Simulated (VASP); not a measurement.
# LiF (Griceite) (Fm-3m) in VASP: settings compared

The runs below take LiF (Griceite) through equation of state, with PBE, PBEsol.

Program: VASP 6.6.1. These are calculated values, not measurements. Logs are shortened: lines on timing, memory, paths and dates and some standing lists are left out, and cuts for length are marked.

**1. The structure**

Symmetry: Fm-3m, No. 225, cubic system. Conventional cell: a = 4.028 Å, b = 4.028 Å, c = 4.028 Å, α = 90.00°, β = 90.00°, γ = 90.00°. Around F (site symmetry m-3m) lie 6 Li at 2.01 Å. Around Li (site symmetry m-3m) lie 6 F at 2.01 Å.

**2. Equation of state, PBE, 7.68 Å³/atom (volume scaled by 0.94)**

Contents of INCAR:

```
SYSTEM = LiF
PREC = Accurate
ENCUT = 520
EDIFF = 1E-7
ISMEAR = -1
SIGMA = 0.05
LREAL = .False.
LASPH = .True.
NELM = 60
ALGO = Normal
ISIF = 2
LWAVE = .False.
LCHARG = .False.
GGA = PE
NBANDS = 12
```

Contents of KPOINTS:

```
regular mesh
0
Gamma
  11 11 11
  0 0 0
```

Contents of POSCAR:

```
LiF
1.0
    0.0000000000      1.9728864230      1.9728864230
    1.9728864230      0.0000000000      1.9728864230
    1.9728864230      1.9728864230      0.0000000000
F Li
1 1
Direct
    0.5000000000      0.5000000000      0.5000000000
    0.0000000000      0.0000000000      0.0000000000
```

Potentials or basis: VASP PAW PBE potentials, release 64 (F, Li_sv).

The run is started by

```bash
$ cat potpaw_PBE.64/F/POTCAR potpaw_PBE.64/Li_sv/POTCAR > POTCAR
$ mpirun -np 1 vasp_std > vasp.out
```

OUTCAR:

```text
SYSTEM = LiF
   PREC = Accurate
   ENCUT = 520
   EDIFF = 1E-7
   ISMEAR = -1
   LREAL = .False.
   LASPH = .True.
   NELM = 60
   ISIF = 2
   GGA = PE

 ion  position               nearest neighbor table
   1  0.500  0.500  0.500-   2 1.97   2 1.97   2 1.97   2 1.97   2 1.97   2 1.97
   2  0.000  0.000  0.000-   1 1.97   1 1.97   1 1.97   1 1.97   1 1.97   1 1.97

  LATTYP: Found a face centered cubic cell.
 ALAT       =     3.9457728460

  Lattice vectors:

 A1 = (   0.0000000000,   1.9728864230,   1.9728864230)
 A2 = (   1.9728864230,   0.0000000000,   1.9728864230)
 A3 = (   1.9728864230,   1.9728864230,   0.0000000000)

Analysis of symmetry for initial positions (statically):
=====================================================================
 Subroutine PRICEL returns:
 Original cell was already a primitive cell.

 Routine SETGRP: Setting up the symmetry group for a
 face centered cubic supercell.

 Subroutine GETGRP returns: Found 48 space group operations
 (whereof 48 operations were pure point group operations)
 out of a pool of 48 trial point group operations.

The static configuration has the point symmetry O_h .

Analysis of symmetry for dynamics (positions and initial velocities):
=====================================================================
 Subroutine PRICEL returns:
 Original cell was already a primitive cell.

 Routine SETGRP: Setting up the symmetry group for a
 face centered cubic supercell.

 Subroutine GETGRP returns: Found 48 space group operations
 (whereof 48 operations were pure point group operations)
 out of a pool of 48 trial point group operations.

The dynamic configuration has the point symmetry O_h .

 Subroutine INISYM returns: Found 48 space group operations
 (whereof 48 operations are pure point group operations),
 and found     1 'primitive' translations

----------------------------------------------------------------------------------------

                                     Primitive cell

  volume of cell :      15.3581

  direct lattice vectors                    reciprocal lattice vectors
     0.000000000  1.972886423  1.972886423    -0.253435775  0.253435775  0.253435775
     1.972886423  0.000000000  1.972886423     0.253435775 -0.253435775  0.253435775
     1.972886423  1.972886423  0.000000000     0.253435775  0.253435775 -0.253435775

  length of vectors
     2.790082736  2.790082736  2.790082736     0.438963639  0.438963639  0.438963639

[... 109 lines left out ...]
   NSW    =      0    number of steps for IOM
   IBRION =     -1    ionic relax: 0-MD 1-quasi-New 2-CG
   NFREE  =      0    steps in history (QN), initial steepest desc. (CG)
   ISIF   =      2    stress and relaxation
   ISYM   =      2    0-nonsym 1-usesym 2-fastsym
   POTIM  = 0.5000    time-step for ionic-motion
   TEBEG  =    0.0;   TEEND  =   0.0 temperature during run
   PSTRESS=    0.0 pullay stress
   NELECT =      10.0000    total number of electrons
   NUPDOWN=      -1.0000    fix difference up-down
   EMIN   =  10.00;   EMAX   =-10.00  energy-range for DOS
   EFERMI =   0.00;   METHOD = LEGACY
   ISMEAR =    -1;   SIGMA  =   0.05  broadening in eV -4-tet -1-fermi 0-gaus
   EFERMI_NEDOS =   21; number of points for ismear=-14 and -15
   IALGO  =     38    algorithm
   IMIX   =      4    mixing-type and parameters
     AMIX     =   0.40;   BMIX     =  1.00
     AMIX_MAG =   1.60;   BMIX_MAG =  1.00
  volume/ion in A,a.u.               =       7.68        51.82
  Fermi-wavevector in a.u.,A,eV,Ry     =   1.418936  2.681400 27.393682  2.013379
  Thomas-Fermi vector in A             =   2.540009
   LORBIT       =      0    0 simple, 1 ext, 2 COOP (PROOUT), +10 PAW based schemes
   GGA     = PE    functional components
   LHFCALC =     F    Hartree Fock is set to
   AEXX    =    0.0000 exact exchange contribution
   IVDW    =     0    specifies the selected vdW correction
   LEPSILON=     F    determine dielectric tensor
   LRPA    =     F    only Hartree local field effects (RPA)
 non-spin polarized calculation
  energy-cutoff  :      520.00
  volume of cell :       15.36
 maximum number of plane-waves:       428
 NGX is ok and might be reduce to    24
   NGX = 11   NGY = 11   NGZ = 11

 number of electron      10.0000003 magnetization

 Free energy of the ion-electron system (eV)
  ---------------------------------------------------
  ext. energy  EPLUGINS =         0.00000000
  ---------------------------------------------------
  free energy    TOTEN  =        -9.60861786 eV

  energy without entropy =       -9.60861786  energy(sigma->0) =       -9.60861786

 E-fermi :   0.3991     XC(G=0): -10.2877

 val. band max:       -0.6283137489   @ k =   0.0000   0.0000   0.0000
 cond. band min:       9.0337673181   @ k =   0.0000   0.0000   0.0000
 fundamental gap:      9.6620810670
 Fermi energy:         0.3990770364

 k-point     1 :       0.0000    0.0000    0.0000
  band No.  band energies     occupation
      1     -41.4209      2.00000
      2     -20.7792      2.00000
      3      -0.6283      2.00000
      4      -0.6283      2.00000
      5      -0.6283      2.00000
      6       9.0338      0.00000
      7      24.1677      0.00000
      8      24.1677      0.00000
      9      24.1677      0.00000
     10      24.3111      0.00000
     11      24.3111      0.00000
     12      24.3111      0.00000
[... 571 lines left out ...]
 k-point    40 :      -0.4545    0.1818    0.0909
  band No.  band energies     occupation
      1     -41.3400      2.00000
      2     -20.2284      2.00000
      3      -3.1903      2.00000
      4      -1.5362      2.00000
      5      -1.0239      2.00000
      6      11.5233      0.00000
      7      16.0901      0.00000
      8      18.9741      0.00000
      9      19.1929      0.00000
     10      28.2012      0.00000
     11      30.1983      0.00000
     12      32.9905      0.00000

 [... further k-points ...]
[... 5 lines left out ...]
  --------------------------------------------------------------------------------------
  -------------------------------------------------------------------------------------
  Total        0.6711061      0.6711061      0.6711061      0.0000000      0.0000000      0.0000000
  in kB       70.0108793     70.0108793     70.0108793      0.0000000      0.0000000      0.0000000
  external PRESSURE =      70.0108793 kB  Pullay stress =       0.0000000 kB

 VOLUME and BASIS-vectors are now :
 -----------------------------------------------------------------------------
  energy-cutoff  :      520.00
  volume of cell :       15.36
      direct lattice vectors                 reciprocal lattice vectors
     0.000000000  1.972886423  1.972886423    -0.253435775  0.253435775  0.253435775
     1.972886423  0.000000000  1.972886423     0.253435775 -0.253435775  0.253435775
     1.972886423  1.972886423  0.000000000     0.253435775  0.253435775 -0.253435775

 POSITION                                       TOTAL-FORCE (eV/Angst)
 -----------------------------------------------------------------------------------
      1.97289      1.97289      1.97289         0.000000      0.000000     -0.000000
      0.00000      0.00000      0.00000        -0.000000     -0.000000      0.000000
 -----------------------------------------------------------------------------------
    total drift:                               -0.000000     -0.000000      0.000000

  FREE ENERGIE OF THE ION-ELECTRON SYSTEM (eV)
  ---------------------------------------------------
  free  energy   TOTEN  =        -9.6086178630 eV

  energy  without entropy=       -9.6086178629  energy(sigma->0) =       -9.60861786
```

stdout:

```text
POSCAR found type information on POSCAR F Li
 POSCAR found :  2 types and       2 ions
 scaLAPACK will be used
 LDA part: xc-table for (Slater+PW92), standard interpolation
 POSCAR, INCAR and KPOINTS ok, starting setup
 FFT: planning ... GRIDC
 FFT: planning ... GRID_SOFT
 FFT: planning ... GRID
 WAVECAR not read
 entering main loop
```

Run time: 9.4 s. Hardware: 1 thread of Intel Xeon Platinum 8488C (Sapphire Rapids), shared host; peak memory 0.12 GiB.

What came out:

- Free energy: -9.6086 eV
- Band gap on the k mesh: 9.66 eV, direct

Caveat: the cutoff is under 1.25 times the usual one of these potentials, so pressure, stress and relaxed cells hold a basis-set (Pulay) error; an odd mesh through Γ misses points on the zone boundary, where band edges often lie.

**3. Equation of state, PBE, 7.84 Å³/atom (volume scaled by 0.96)**

Contents of INCAR:

```
  PREC = Accurate
  ENCUT = 520
  EDIFF = 1E-7
  ISMEAR = -1
  SIGMA = 0.05
  LREAL = F
  LASPH = T
  NELM = 60
  ALGO = Normal
  ISIF = 2
  LWAVE = F
  LCHARG = F
  GGA = PE
  NBANDS = 12
```

Contents of KPOINTS:

```
Automatic mesh
0
Gamma
  11 11 11
```

Contents of POSCAR:

```
LiF
1.0
    0.0000000000      1.9867804471      1.9867804471
    1.9867804471      0.0000000000      1.9867804471
    1.9867804471      1.9867804471      0.0000000000
F Li
1 1
Direct
    0.5000000000      0.5000000000      0.5000000000
    0.0000000000      0.0000000000      0.0000000000
```

Potentials or basis: VASP PAW PBE potentials, release 64 (F, Li_sv).

The run is started by

```bash
$ cat potpaw_PBE.64/F/POTCAR potpaw_PBE.64/Li_sv/POTCAR > POTCAR
$ mpirun -np 1 vasp_std > vasp.out
```

It took 9.1 s on 1 thread of Intel Xeon Platinum 8488C (Sapphire Rapids), shared host; peak memory 0.13 GiB.

Results (log left out):

```yaml
Free_energy: -9.6220 eV
Band_gap_on_the_k_mesh: 9.46 eV, direct
```

Caveat: the cutoff is under 1.25 times the usual one of these potentials, so pressure, stress and relaxed cells hold a basis-set (Pulay) error; an odd mesh through Γ misses points on the zone boundary, where band edges often lie.

**4. Equation of state, PBE, 8.01 Å³/atom (volume scaled by 0.98)**

Contents of INCAR:

```
SYSTEM = LiF
  PREC = Accurate
  ENCUT = 520
  EDIFF = 1E-7
  ISMEAR = -1
  SIGMA = 0.05
  LREAL = .FALSE.
  LASPH = .TRUE.
  NELM = 60
  ALGO = Normal
  ISIF = 2
  LWAVE = .FALSE.
  LCHARG = .FALSE.
  GGA = PE
  NBANDS = 12
```

Contents of KPOINTS:

```
Automatic mesh
0
G
  11 11 11
  0 0 0
```

Contents of POSCAR:

```
LiF
1.0
    0.0000000000      2.0004828142      2.0004828142
    2.0004828142      0.0000000000      2.0004828142
    2.0004828142      2.0004828142      0.0000000000
F Li
1 1
Direct
    0.5000000000      0.5000000000      0.5000000000
    0.0000000000      0.0000000000      0.0000000000
```

The run is started by

```bash
$ cat potpaw_PBE.64/F/POTCAR potpaw_PBE.64/Li_sv/POTCAR > POTCAR
$ mpirun -np 1 vasp_std > vasp.out
```

It took 9.3 s on 1 thread of Intel Xeon Platinum 8488C (Sapphire Rapids), shared host; peak memory 0.13 GiB.

It converged, with:

```
Free energy            : -9.6315 eV
Band gap on the k mesh : 9.28 eV, direct
```

Caveat: the cutoff is under 1.25 times the usual one of these potentials, so pressure, stress and relaxed cells hold a basis-set (Pulay) error; an odd mesh through Γ misses points on the zone boundary, where band edges often lie.

(Part 1 of 2 ends here.)
